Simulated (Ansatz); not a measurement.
## Molecular dynamics of SnO₂

input.yaml

```yaml
accuracy: low
crystal:
  lattice:
    - [-4.963272, -4.963272, 0.0]
    - [4.963272, -4.963272, 0.0]
    - [0.0, 0.0, 6.676716]
  atoms:
    - { symbol: Sn, position: [0.56029481, 0.51778076, 0.00584856] }
    - { symbol: Sn, position: [-0.00608178, 0.49394319, 0.26264272] }
    - { symbol: O, position: [0.20680596, 0.41195387, -0.0564546] }
    - { symbol: O, position: [0.00353781, 0.22088825, 0.29437406] }
    - { symbol: O, position: [0.89502011, 0.58847192, -0.01016554] }
    - { symbol: O, position: [-0.00843955, 0.80664426, 0.30890834] }
    - { symbol: Sn, position: [0.51402348, 0.54080987, 0.5357895] }
    - { symbol: Sn, position: [0.01702881, 0.43883165, 0.74673901] }
    - { symbol: O, position: [0.22577699, 0.4500025, 0.50106552] }
    - { symbol: O, position: [-0.11962702, 0.19330123, 0.82000523] }
    - { symbol: O, position: [0.81881239, 0.54790694, 0.52863055] }
    - { symbol: O, position: [-0.03413298, 0.79696208, 0.71262118] }
    - { symbol: Sn, position: [-0.03362022, -0.04975833, 0.00297018] }
    - { symbol: Sn, position: [0.50064175, -0.01706201, 0.22951025] }
    - { symbol: O, position: [0.63184731, -0.04312328, -0.04154735] }
    - { symbol: O, position: [0.47086012, 0.65354181, 0.2548633] }
    - { symbol: O, position: [0.27259901, 0.04995844, -0.00476512] }
    - { symbol: O, position: [0.58268225, 0.27874483, 0.20625307] }
    - { symbol: Sn, position: [-0.02817998, 0.01768706, 0.50201556] }
    - { symbol: Sn, position: [0.48160013, 0.05504109, 0.72360292] }
    - { symbol: O, position: [0.67741551, -0.04684372, 0.46381934] }
    - { symbol: O, position: [0.46066403, 0.70560124, 0.76403703] }
    - { symbol: O, position: [0.32489984, 0.07016159, 0.45955187] }
    - { symbol: O, position: [0.54893321, 0.33605978, 0.73114394] }
basis:
  ecutwfc: 420.0
kpoints:
  mp_grid: { grid: [3, 3, 3] }
hamiltonian:
  xc: pbe
  dispersion: d3bj
  pseudopotentials: { kind: paw, azcp: { folder: soft_1 } }
scf:
  occupations: { method: fermi_dirac, width: 0.3 }
  lower_state_search: "off"
md:
  timestep: 1
  n_steps: 130
  ensemble: nvt_langevin
  temperature: 2100.0
  initial_velocities: maxwell_boltzmann
  seed: 601225
  friction: 0.02
```

Launched with:

```bash
$ ansatz run input.yaml --threads 4 --pin off --max-ram 10240MiB --backend cpu --events-out ev --progress --plain --runs-dir out
```

It goes on from the last frame of an earlier run, with new velocities.

Output, in part (one step line in 5):

```
md step     0: t =     0.00 fs  T =  2012.5 K  F+E_penalty+E_count = -57266.09469512 eV  E_kin = 6.243258 eV  (10 SCF iters)
md step     5: t =     5.00 fs  T =  2438.7 K  F+E_penalty+E_count = -57266.09520442 eV  E_kin = 7.565338 eV  (6 SCF iters)
md step    10: t =    10.00 fs  T =  2113.0 K  F+E_penalty+E_count = -57266.09314300 eV  E_kin = 6.555042 eV  (7 SCF iters)
md step    15: t =    15.00 fs  T =  1851.7 K  F+E_penalty+E_count = -57266.25823182 eV  E_kin = 5.744398 eV  (6 SCF iters)
md step    20: t =    20.00 fs  T =  1707.7 K  F+E_penalty+E_count = -57266.48838070 eV  E_kin = 5.297543 eV  (7 SCF iters)
md step    25: t =    25.00 fs  T =  2143.6 K  F+E_penalty+E_count = -57267.09638786 eV  E_kin = 6.649963 eV  (5 SCF iters)
md step    30: t =    30.00 fs  T =  1956.6 K  F+E_penalty+E_count = -57267.80145219 eV  E_kin = 6.069691 eV  (8 SCF iters)
md step    35: t =    35.00 fs  T =  2366.7 K  F+E_penalty+E_count = -57268.19052403 eV  E_kin = 7.341976 eV  (6 SCF iters)
md step    40: t =    40.00 fs  T =  2685.4 K  F+E_penalty+E_count = -57268.74542479 eV  E_kin = 8.330874 eV  (7 SCF iters)
md step    45: t =    45.00 fs  T =  2714.0 K  F+E_penalty+E_count = -57269.21080782 eV  E_kin = 8.419484 eV  (6 SCF iters)
md step    50: t =    50.00 fs  T =  2220.5 K  F+E_penalty+E_count = -57268.85685477 eV  E_kin = 6.888416 eV  (8 SCF iters)
md step    55: t =    55.00 fs  T =  2311.5 K  F+E_penalty+E_count = -57268.40751493 eV  E_kin = 7.170823 eV  (6 SCF iters)
md step    60: t =    60.00 fs  T =  2164.7 K  F+E_penalty+E_count = -57268.55246404 eV  E_kin = 6.715556 eV  (8 SCF iters)
md step    65: t =    65.00 fs  T =  1896.4 K  F+E_penalty+E_count = -57268.35836134 eV  E_kin = 5.882976 eV  (6 SCF iters)
md step    70: t =    70.00 fs  T =  2067.5 K  F+E_penalty+E_count = -57268.28403897 eV  E_kin = 6.414031 eV  (8 SCF iters)
md step    75: t =    75.00 fs  T =  2289.1 K  F+E_penalty+E_count = -57268.95161940 eV  E_kin = 7.101374 eV  (6 SCF iters)
md step    80: t =    80.00 fs  T =  2533.0 K  F+E_penalty+E_count = -57268.98781669 eV  E_kin = 7.858111 eV  (8 SCF iters)
md step    85: t =    85.00 fs  T =  2144.6 K  F+E_penalty+E_count = -57269.16924054 eV  E_kin = 6.652963 eV  (6 SCF iters)
md step    90: t =    90.00 fs  T =  2215.6 K  F+E_penalty+E_count = -57269.44400673 eV  E_kin = 6.873427 eV  (8 SCF iters)
md step    95: t =    95.00 fs  T =  2125.9 K  F+E_penalty+E_count = -57269.08760948 eV  E_kin = 6.594986 eV  (6 SCF iters)
md step   100: t =   100.00 fs  T =  2075.5 K  F+E_penalty+E_count = -57268.43218781 eV  E_kin = 6.438811 eV  (7 SCF iters)
md step   105: t =   105.00 fs  T =  1789.0 K  F+E_penalty+E_count = -57268.13504851 eV  E_kin = 5.549981 eV  (6 SCF iters)
md step   110: t =   110.00 fs  T =  1852.5 K  F+E_penalty+E_count = -57268.17595674 eV  E_kin = 5.746885 eV  (7 SCF iters)
md step   115: t =   115.00 fs  T =  1967.2 K  F+E_penalty+E_count = -57268.38291630 eV  E_kin = 6.102836 eV  (5 SCF iters)
md step   120: t =   120.00 fs  T =  1934.9 K  F+E_penalty+E_count = -57268.55287709 eV  E_kin = 6.002613 eV  (7 SCF iters)
md step   125: t =   125.00 fs  T =  1848.9 K  F+E_penalty+E_count = -57268.48689136 eV  E_kin = 5.735801 eV  (5 SCF iters)
md step   130: t =   130.00 fs  T =  1539.7 K  F+E_penalty+E_count = -57267.68523011 eV  E_kin = 4.776489 eV  (8 SCF iters)
```

The run went to its last step. A run of 0.13 ps of so small a system gives no equilibrium averages. Limits of this set-up: coarse k mesh, low accuracy level.

Mean squared displacements from the first frame to the last, about the centre of mass: Sn 0.25 Å², O 0.45 Å².

Last frame:

```xyz
24
Lattice="-4.9633 -4.9633 0.0000 4.9633 -4.9633 0.0000 0.0000 0.0000 6.6767" Properties=species:S:1:pos:R:3
Sn -0.014 -5.169 -0.218
Sn 2.171 -2.581 1.964
O 1.165 -3.283 -0.479
O 0.683 -1.037 1.820
O -1.892 -6.430 0.296
O 3.955 -3.869 1.394
Sn 0.189 -5.519 3.166
Sn 2.664 -2.488 5.170
O 1.807 -3.867 3.458
O 1.252 -1.089 4.561
O -1.536 -6.650 3.384
O 4.281 -3.742 4.830
Sn 0.389 -0.238 -0.172
Sn -2.219 -2.389 1.460
O -3.188 -3.356 -0.220
O 1.126 -5.804 1.367
O -1.637 -1.506 -0.091
O -0.649 -4.246 1.643
Sn 0.009 0.505 3.042
Sn -2.322 -2.526 4.923
O -3.107 -3.456 3.349
O 0.755 -6.351 4.807
O -1.306 -1.528 3.135
O -0.564 -4.039 4.944
```

Run time: 31 min on 4 threads of AMD EPYC 7R43 64-Core Processor (Zen 3), with other jobs on the host, peak memory 1.7 GiB.
